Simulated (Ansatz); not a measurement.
## Os on several prototypes: a ranking of structure types by relaxed energy, step by step

Program: the Ansatz DFT code, driven from Python.

Notebook, run cell by cell (the value of a cell's last expression is shown):

**Cell 1**
```python
import warnings

import ansatz as az
import numpy as np
import spglib
```

**Cell 2**
```python
def diamond(A, a):
    return az.Crystal.diamond(A, a=a)
```

**Cell 3**
```python
def sc(a_site, a):
    return (
        az.Lattice.cubic(a)
        .space_group(221)
        .atom(a_site, [0, 0, 0])
    )


def bcc(A, a):
    return (
        az.Lattice.bcc(a)
        .space_group(229)
        .atom(A, [0, 0, 0])
        .primitive()
    )
```

**Cell 4**
```python
def compute(name, crystal):
    calc = crystal.calculation()
    calc = calc.functional("pbe")
    calc = calc.basis(31 * az.Ry).kpoints(spacing=0.3)
    calc = calc.occupations("fermi_dirac", width=0.05)
    calc = calc.stress()
    calc = calc.band_table()
    calc = calc.relax(force_tolerance=0.01, cell=True)
    return calc.run()
```

**Cell 5**
```python
def relaxed_twice(name, crystal):
    # the second pass draws mesh and plane waves anew for the relaxed cell
    first = compute(name, crystal)
    again = az.Crystal(lattice=az.Lattice.of(first.lattice.cell_ang))
    for site in first.report["lattice"]["sites"]:
        again = again.atom(site["symbol"], site["position_frac"])
    return compute(name, again)


def space_group(outcome):
    sites = outcome.report["lattice"]["sites"]
    kinds = sorted({site["symbol"] for site in sites})
    cell = (outcome.lattice.cell_ang, [site["position_frac"] for site in sites], [kinds.index(site["symbol"]) for site in sites])
    return spglib.get_spacegroup(cell, symprec=0.01)
```

**Cell 6**
```python
def pressure_gpa(outcome):
    return float(np.trace(outcome.report["stress_gpa"]) / 3)
```

**Cell 7**
```python
def volume_per_atom(outcome):
    return abs(np.linalg.det(outcome.lattice.cell_ang)) / len(outcome.lattice.sites)
```

**Cell 8**
```python
# a is a first guess in angstrom
warnings.simplefilter("ignore", az.DeckWarning)
```

**Cell 9**
```python
phases = {}
phases["diamond"] = diamond("Os", 5.26)
phases["sc"] = sc("Os", 2.49)
phases["bcc"] = bcc("Os", 3.04)
```

**Cell 10**
```python
done = {}
for name, crystal in phases.items():
    done[name] = relaxed_twice(name, crystal)
    print(f"{name}: {done[name].report['energy_sigma0_ev']:.4f} eV, {len(done[name].lattice.sites)} atoms")
```
Output:
```text
diamond: -22766.5051 eV, 2 atoms
sc: -11382.9996 eV, 1 atoms
bcc: -11383.6604 eV, 1 atoms
```

**Cell 11**
```python
energy = {name: o.report["energy_sigma0_ev"] / len(o.lattice.sites) for name, o in done.items()}
lowest = min(energy.values())
rows = [(name, len(o.lattice.sites), 1000 * (energy[name] - lowest), space_group(o), pressure_gpa(o), volume_per_atom(o)) for name, o in done.items()]
rows.sort(key=lambda row: row[2])
print("     phase       atoms  dE (meV/atom)  space group     P (GPa)  V (A^3/atom)")
for row in rows:
    print(f"{str(row[0]):>10}  {row[1]:10d}  {row[2]:13.1f}  {str(row[3]):>11}  {row[4]:10.2f}  {row[5]:12.3f}")
print("lowest in energy:", rows[0][0])
```
Output:
```text
     phase       atoms  dE (meV/atom)  space group     P (GPa)  V (A^3/atom)
       bcc           1            0.0  Im-3m (229)       -0.02        14.774
   diamond           2          407.9  Fd-3m (227)        0.00        21.431
        sc           1          660.8  Pm-3m (221)       -0.04        16.708
lowest in energy: bcc
```

By space group at the end of each run: Im-3m (+0 meV an atom, 14.8 Å³), Fd-3m (+408 meV an atom, 21.4 Å³) and Pm-3m (+661 meV an atom, 16.7 Å³).

Notes:
- Absolute energies stand on the zero of these potentials, so only differences at equal settings mean something.
- For the metals among these phases the mesh is modest: differences between phases can be off by up to 40 meV an atom.
- Pressure is positive in compression.
- Spin-orbit coupling, which matters for elements this heavy, is left out.
- The cells are built on prototypes, so most aren't the phase found in nature. Rows bear the name of their start, and a relaxation keeps or raises the symmetry. Differences under about 40 meV an atom lie within the error of mesh and functional.
- Run time: 19 s on 1 thread of Arm Neoverse V1 (shared host), peak memory 0.38 GiB.

(Lines on the test bed's own set-up are left out of the output.)
